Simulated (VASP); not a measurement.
# MgO in VASP: how settings move the PBE single point

The PBE single point of MgO built on the rocksalt prototype, under +1.0 % equal strain in all directions is repeated with altered inputs. Which of them can be trusted?

Code: VASP 6.6.1. PAW datasets, plane waves. The values are computed, spin-unpolarised (in the reference), and not measurements.

**1. The structure to begin with**

The cell comes from an earlier relaxation with r2SCAN in another program. Some of the altered inputs switch spin polarisation on.

The symmetry is Fm-3m (No. 225, cubic); conventional cell a = 4.246 Å, 9.57 Å³ an atom. Mg has 6 O at 2.12 Å; O has 6 Mg at 2.12 Å.

The structure in full:

```cif
data_structure
_symmetry_space_group_name_H-M 'P 1'
_symmetry_Int_Tables_number 1
_cell_length_a 3.0026
_cell_length_b 3.0026
_cell_length_c 3.0026
_cell_angle_alpha 60.000
_cell_angle_beta 60.000
_cell_angle_gamma 60.000
_cell_volume 19.14
loop_
_atom_site_label
_atom_site_type_symbol
_atom_site_fract_x
_atom_site_fract_y
_atom_site_fract_z
_atom_site_occupancy
Mg1 Mg 0.00000 0.00000 0.00000 1
O1 O 0.50000 0.50000 0.50000 1
```

**2. Reference**

Input file INCAR:

```
ENCUT = 520.000000
SIGMA = 0.020000
EDIFF = 1.00e-07
GGA = PE
PREC = Accurate
IBRION = -1
ISIF = 2
ISMEAR = -1
NBANDS = 11
NELM = 120
NSW = 0
LASPH = .TRUE.
LCHARG = .FALSE.
LWAVE = .FALSE.
LREAL = .FALSE.
```

Input file KPOINTS:

```
KPOINTS created by Atomic Simulation Environment
0
Gamma
10 10 10
0 0 0
```

Input file POSCAR:

```
Mg O
 1.0000000000000000
     0.0000000000000000    2.1231890895999999    2.1231890895999999
     2.1231890895999999    0.0000000000000000    2.1231890895999999
     2.1231890895999999    2.1231890895999999    0.0000000000000000
 Mg  O
   1   1
Cartesian
  0.0000000000000000  0.0000000000000000  0.0000000000000000
  2.1231890895999994  2.1231890895999994  2.1231890895999994
```

A file KPOINTS_OPT adds named points for the levels; it doesn't enter the self-consistent loop.

Potentials: the recommended PBE PAW datasets, 8 valence electrons.

Command:

```console
> mpirun -np 1 vasp_std
```

**3. Try 1**

Changes to INCAR since step 2:

```diff
@@ -8,3 +8,2 @@
 ISMEAR = -1
-NBANDS = 11
 NELM = 120
@@ -15 +14,4 @@
 LREAL = .FALSE.
+NBANDS = 5
+ISPIN = 2
+MAGMOM = 3 3
```

Input file KPOINTS:

```
KPOINTS created by Atomic Simulation Environment
0
Monkhorst-Pack
10 10 10
0 0 0
```

POSCAR is that of step 2.

**4. Try 2**

Changes to INCAR since step 2:

```diff
@@ -2,3 +2,2 @@
 SIGMA = 0.020000
-EDIFF = 1.00e-07
 GGA = PE
@@ -15 +14,2 @@
 LREAL = .FALSE.
+EDIFF = 1e-09
```

Input file KPOINTS:

```
KPOINTS created by Atomic Simulation Environment
0
Monkhorst-Pack
10 10 10
0 0 0
```

POSCAR is that of step 2.

Before running it: what results should come out? Wanted: for each run, changed; ending; energy change; pressure; electronic steps; usable.

**Answer**, as computed:

| run | changed | ending | energy change (meV/atom) | pressure (GPa) | gap on the mesh (eV; negative: overlap) | electronic steps | time | usable |
| --- | --- | --- | --- | --- | --- | --- | --- | --- |
| ref. | – | converged | 0 | 0.1 | 4.49 | 13 | 10 s | yes |
| 1 | NBANDS = 5, ISPIN = 2, MAGMOM = 3 3, shifted mesh | converged | 0.0 | 0.1 | – | 14 | 16 s | yes |
| 2 | EDIFF = 1e-09, shifted mesh | converged | 0.0 | 0.1 | 4.69 | 15 | 17 s | yes |

**Reading.** Of 2 altered inputs, 2 gave usable results.
